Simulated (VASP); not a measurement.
# La2O (P-3m1) in VASP: notebook

The runs below take La2O through single point, relaxation of cell and atoms, with PBE.

Everything below comes from runs of VASP 6.6.1. Logs are shortened: lines on timing, memory, paths and dates and some standing lists are left out, and cuts for length are marked.

**1. The cell of the first run**

Symmetry: P-3m1, No. 164, trigonal system. Conventional cell: a = 3.815 Å, b = 3.815 Å, c = 6.198 Å, α = 90.00°, β = 90.00°, γ = 120.00°. Around La (site symmetry 3m) lie 3 O at 2.58 Å. O (site symmetry -3m) has 6 La at 2.58 Å as nearest neighbours.

The cell was built by a generator and needn't be a form met in nature.

**2. Single point, PBE (species swapped into the LaHg2 type (P-3m1, No. 164))**

File INCAR:

```
ALGO = Normal ; EDIFF = 1E-6
ENCUT = 520 ; GGA = PE
ISIF = 2 ; ISMEAR = 0
LASPH = True ; LCHARG = True
LELF = True ; LREAL = False
LVHAR = True ; LWAVE = False
NBANDS = 21 ; NELM = 100
PREC = Accurate ; SIGMA = 0.1
```

File KPOINTS:

```
k-points
0
Gamma
  6 6 6
```

File POSCAR:

```
La2O
1.0
    3.8146888087      0.0000000024      0.0000000000
   -1.9073444064      3.3036174147      0.0000000000
    0.0000000000      0.0000000000      6.1984329035
La O
2 1
Direct
    0.3333333333      0.6666666667      0.2175777737
    0.6666666667      0.3333333333      0.7824222263
    0.0000000000      0.0000000000      0.0000000000
```

Potentials or basis: VASP PAW PBE potentials, release 64 (La, O).

Launch:

```
$ cat potpaw_PBE.64/La/POTCAR potpaw_PBE.64/O/POTCAR > POTCAR
$ mpirun -np 1 vasp_std > vasp.out
```

OUTCAR:

```text
EDIFF = 1E-6
   ENCUT = 520
   GGA = PE
   ISIF = 2
   ISMEAR = 0
   LASPH = True
   LREAL = False
   NELM = 100
   PREC = Accurate

 ion  position               nearest neighbor table
   1  0.333  0.667  0.218-   3 2.58   3 2.58   3 2.58   2 3.48   2 3.48   2 3.48
   2  0.667  0.333  0.782-   3 2.58   3 2.58   3 2.58   1 3.48   1 3.48   1 3.48
   3  0.000  0.000  0.000-   1 2.58   2 2.58   2 2.58   1 2.58   2 2.58   1 2.58

  LATTYP: Found a hexagonal cell.
 ALAT       =     3.8146888087
 C/A-ratio  =     1.6248855973

  Lattice vectors:

 A1 = (   3.8146888087,   0.0000000024,   0.0000000000)
 A2 = (  -1.9073444064,   3.3036174147,   0.0000000000)
 A3 = (   0.0000000000,   0.0000000000,   6.1984329035)

Analysis of symmetry for initial positions (statically):
=====================================================================
 Subroutine PRICEL returns:
 Original cell was already a primitive cell.

 Routine SETGRP: Setting up the symmetry group for a
 hexagonal supercell.

 Subroutine GETGRP returns: Found 12 space group operations
 (whereof 12 operations were pure point group operations)
 out of a pool of 24 trial point group operations.

The static configuration has the point symmetry D_3d.

Analysis of symmetry for dynamics (positions and initial velocities):
=====================================================================
 Subroutine PRICEL returns:
 Original cell was already a primitive cell.

 Routine SETGRP: Setting up the symmetry group for a
 hexagonal supercell.

 Subroutine GETGRP returns: Found 12 space group operations
 (whereof 12 operations were pure point group operations)
 out of a pool of 24 trial point group operations.

The dynamic configuration has the point symmetry D_3d.

 Subroutine INISYM returns: Found 12 space group operations
 (whereof 12 operations are pure point group operations),
 and found     1 'primitive' translations

----------------------------------------------------------------------------------------

                                     Primitive cell

  volume of cell :      78.1143

  direct lattice vectors                    reciprocal lattice vectors
     3.814688809  0.000000002  0.000000000     0.262144581  0.151349245  0.000000000
    -1.907344406  3.303617415  0.000000000    -0.000000000  0.302698489  0.000000000
     0.000000000  0.000000000  6.198432903     0.000000000  0.000000000  0.161331100

  length of vectors
     3.814688809  3.814688809  6.198432903     0.302698489  0.302698489  0.161331100

  position of ions in fractional coordinates (direct lattice)
     0.333333333  0.666666667  0.217577774
     0.666666667  0.333333333  0.782422226
     0.000000000  0.000000000  0.000000000

  ion indices of the primitive-cell ions
   primitive index   ion index
                 1           1
                 2           2
                 3           3

----------------------------------------------------------------------------------------

 KPOINTS: k-points

Automatic generation of k-mesh.
 Grid dimensions read from file:
 generate k-points for:    6    6    6

 Generating k-lattice:

  Cartesian coordinates                     Fractional coordinates (reciprocal lattice)
     0.043690764  0.025224874  0.000000000     0.166666667  0.000000000  0.000000000
    -0.000000000  0.050449748  0.000000000    -0.000000000  0.166666667  0.000000000
     0.000000000  0.000000000  0.026888517     0.000000000  0.000000000  0.166666667

  Length of vectors
     0.050449748  0.050449748  0.026888517

  Shift w.r.t. Gamma in fractional coordinates (k-lattice)
     0.000000000  0.000000000  0.000000000

 Subroutine IBZKPT returns following result:
 ===========================================

 Found     34 irreducible k-points:

 Following reciprocal coordinates:
            Coordinates               Weight
  0.000000  0.000000  0.000000      1.000000
  0.166667 -0.000000  0.000000      6.000000
  0.333333  0.000000  0.000000      6.000000
  0.500000 -0.000000  0.000000      3.000000
  0.166667  0.166667  0.000000      6.000000
  0.333333  0.166667  0.000000     12.000000
[... 16 lines left out ...]
  0.500000 -0.000000  0.333333      6.000000
  0.166667  0.166667  0.333333     12.000000
 [... further k-points ...]
   k-points           NKPTS =     34   k-points in BZ     NKDIM =     34   number of bands    NBANDS=     21
   number of dos      NEDOS =    301   number of ions     NIONS =      3
   total plane-waves  NPLWV =  37632
   dimension x,y,z NGX =    28 NGY =   28 NGZ =   48
   dimension x,y,z NGXF=    56 NGYF=   56 NGZF=   96
   ions per type =               2   1
   NGX,Y,Z   is equivalent  to a cutoff of  12.20, 12.20, 12.87 a.u.
   NGXF,Y,Z  is equivalent  to a cutoff of  24.41, 24.41, 25.75 a.u.
 SYSTEM =  unknown system
   PREC   = accura    normal or accurate (medium, high low for compatibility)
   ISTART =      0    job   : 0-new  1-cont  2-samecut
   ICHARG =      2    charge: 1-file 2-atom 10-const
   ISPIN  =      1    spin polarized calculation?
   LNONCOLLINEAR =      F non collinear calculations
   LSORBIT =      F    spin-orbit coupling
   LASPH  =      T    aspherical Exc in radial PAW
   ENCUT  =  520.0 eV  38.22 Ry    6.18 a.u.   7.09  7.09 11.52*2*pi/ulx,y,z
   NELM   =    100;   NELMIN=  2; NELMDL= -5     # of ELM steps
   EDIFF  = 0.1E-05   stopping-criterion for ELM
   LREAL  =      F    real-space projection
   EDIFFG = 0.1E-04   stopping-criterion for IOM
   NSW    =      0    number of steps for IOM
   IBRION =     -1    ionic relax: 0-MD 1-quasi-New 2-CG
   NFREE  =      0    steps in history (QN), initial steepest desc. (CG)
   ISIF   =      2    stress and relaxation
   ISYM   =      2    0-nonsym 1-usesym 2-fastsym
   POTIM  = 0.5000    time-step for ionic-motion
   TEBEG  =    0.0;   TEEND  =   0.0 temperature during run
   PSTRESS=    0.0 pullay stress
   NELECT =      28.0000    total number of electrons
   NUPDOWN=      -1.0000    fix difference up-down
   EMIN   =  10.00;   EMAX   =-10.00  energy-range for DOS
   EFERMI =   0.00;   METHOD = LEGACY
   ISMEAR =     0;   SIGMA  =   0.10  broadening in eV -4-tet -1-fermi 0-gaus
   EFERMI_NEDOS =   21; number of points for ismear=-14 and -15
   IALGO  =     38    algorithm
   IMIX   =      4    mixing-type and parameters
     AMIX     =   0.40;   BMIX     =  1.00
     AMIX_MAG =   1.60;   BMIX_MAG =  1.00
  volume/ion in A,a.u.               =      26.04       175.71
  Fermi-wavevector in a.u.,A,eV,Ry     =   1.162922  2.197604 18.400350  1.352388
  Thomas-Fermi vector in A             =   2.299478
   LORBIT       =      0    0 simple, 1 ext, 2 COOP (PROOUT), +10 PAW based schemes
   GGA     = PE    functional components
   LHFCALC =     F    Hartree Fock is set to
   AEXX    =    0.0000 exact exchange contribution
   IVDW    =     0    specifies the selected vdW correction
   LEPSILON=     F    determine dielectric tensor
   LRPA    =     F    only Hartree local field effects (RPA)
 non-spin polarized calculation
 Gauss-broadening in eV      SIGMA  =   0.10
  energy-cutoff  :      520.00
  volume of cell :       78.11
 maximum number of plane-waves:      2124
   NGX = 15   NGY = 15   NGZ = 23

 number of electron      28.0000009 magnetization

 Free energy of the ion-electron system (eV)
  ---------------------------------------------------
  ext. energy  EPLUGINS =         0.00000000
  ---------------------------------------------------
  free energy    TOTEN  =       -19.89542524 eV

  energy without entropy =      -19.87432077  energy(sigma->0) =      -19.88487300

 E-fermi :   8.1570     XC(G=0):  -9.8368

 val. band max:        8.1475664575   @ k =  -0.1667   0.5000   0.1667
 cond. band min:       8.1618328669   @ k =   0.1667   0.1667   0.0000
 fundamental gap:      0.0142664093
 Fermi energy:         8.1570137429

 k-point     1 :       0.0000    0.0000    0.0000
  band No.  band energies     occupation
      1     -24.8490      2.00000
      2     -24.5635      2.00000
      3     -11.4998      2.00000
      4      -8.0829      2.00000
      5      -8.0829      2.00000
      6      -8.0820      2.00000
[... 13 lines left out ...]
     20       9.9725      0.00000
     21       9.9789      0.00000

 k-point     2 :       0.1667   -0.0000    0.0000
  band No.  band energies     occupation
      1     -24.8015      2.00000
      2     -24.5505      2.00000
      3     -11.5328      2.00000
      4      -8.5711      2.00000
      5      -8.2656      2.00000
      6      -8.2054      2.00000
[... 13 lines left out ...]
     20      10.0158      0.00000
     21      10.1153      0.00000

 k-point     3 :       0.3333    0.0000    0.0000
  band No.  band energies     occupation
      1     -24.6951      2.00000
      2     -24.5341      2.00000
      3     -11.6624      2.00000
      4      -8.9690      2.00000
      5      -8.4661      2.00000
      6      -8.3985      2.00000
[... 13 lines left out ...]
     20      10.0479      0.00000
     21      10.1257      0.00000

 k-point     4 :       0.5000   -0.0000    0.0000
  band No.  band energies     occupation
      1     -24.6259      2.00000
      2     -24.5407      2.00000
      3     -11.7590      2.00000
      4      -9.0928      2.00000
      5      -8.4836      2.00000
      6      -8.4464      2.00000
[... 13 lines left out ...]
     20       9.9462      0.00000
     21      10.1375      0.00000

 k-point     5 :       0.1667    0.1667    0.0000
  band No.  band energies     occupation
      1     -24.7242      2.00000
      2     -24.5360      2.00000
      3     -11.6152      2.00000
      4      -8.7483      2.00000
      5      -8.7278      2.00000
      6      -8.1761      2.00000
[... 13 lines left out ...]
     20      10.0225      0.00000
     21      10.0593      0.00000
[... 382 lines left out ...]
     20      10.0564      0.00000
     21      10.1196      0.00000

 k-point    22 :       0.0000    0.3333    0.3333
  band No.  band energies     occupation
      1     -24.6831      2.00000
      2     -24.5465      2.00000
      3     -11.6726      2.00000
      4      -8.9432      2.00000
      5      -8.3884      2.00000
      6      -8.3650      2.00000
[... 13 lines left out ...]
     20      10.0385      0.00000
     21      10.0948      0.00000

 k-point    23 :       0.5000   -0.0000    0.3333
  band No.  band energies     occupation
      1     -24.6191      2.00000
      2     -24.5476      2.00000
      3     -11.7663      2.00000
      4      -9.1835      2.00000
      5      -8.4490      2.00000
      6      -8.3280      2.00000
[... 13 lines left out ...]
     20       9.9907      0.00000
     21      10.1562      0.00000

 k-point    24 :       0.1667    0.1667    0.3333
  band No.  band energies     occupation
      1     -24.7103      2.00000
      2     -24.5506      2.00000
      3     -11.6133      2.00000
      4      -8.8226      2.00000
      5      -8.6044      2.00000
      6      -8.1483      2.00000
[... 13 lines left out ...]
     20      10.0488      0.00000
     21      10.0644      0.00000

 [... further k-points ...]

------------------------ aborting loop because EDIFF is reached ----------------------------------------

  FORCE on cell =-STRESS in cart. coord.  units (eV):
  Direction    XX          YY          ZZ          XY          YZ          ZX
  --------------------------------------------------------------------------------------
  -------------------------------------------------------------------------------------
  Total       -0.0638135     -0.0638135      0.1331817     -0.0000000     -0.0000000     -0.0000000
  in kB       -1.3088576     -1.3088576      2.7316462     -0.0000000     -0.0000000     -0.0000000
  external PRESSURE =       0.0379770 kB  Pullay stress =       0.0000000 kB

 VOLUME and BASIS-vectors are now :
 -----------------------------------------------------------------------------
  energy-cutoff  :      520.00
  volume of cell :       78.11
      direct lattice vectors                 reciprocal lattice vectors
     3.814688809  0.000000002  0.000000000     0.262144581  0.151349245  0.000000000
    -1.907344406  3.303617415  0.000000000    -0.000000000  0.302698489  0.000000000
     0.000000000  0.000000000  6.198432903     0.000000000  0.000000000  0.161331100

 POSITION                                       TOTAL-FORCE (eV/Angst)
 -----------------------------------------------------------------------------------
     -0.00000      2.20241      1.34864        -0.000000      0.000000     -0.004715
      1.90734      1.10121      4.84979         0.000000     -0.000000      0.004715
      0.00000      0.00000      0.00000         0.000000      0.000000      0.000000
 -----------------------------------------------------------------------------------
    total drift:                               -0.000000      0.000000      0.000000

  FREE ENERGIE OF THE ION-ELECTRON SYSTEM (eV)
  ---------------------------------------------------
  free  energy   TOTEN  =       -19.8954252419 eV

  energy  without entropy=      -19.8743207672  energy(sigma->0) =      -19.88487300
```

Run time: 64 s. Hardware: 1 thread of Intel Xeon Platinum 8488C (Sapphire Rapids), shared host; peak memory 0.22 GiB.

Results:

| Item | Value |
| --- | --- |
| Free energy | -19.8954 eV |
| Pressure | 0.0 GPa |
| Largest force | 0.005 eV/Å |
| Band gap on the k mesh | none (metal or under the smearing width) |

Forces on the atoms (eV/Å):
```
La   0.000  0.000 -0.005
La   0.000  0.000  0.005
O    0.000  0.000  0.000
```

(Part 1 of 2 ends here.)
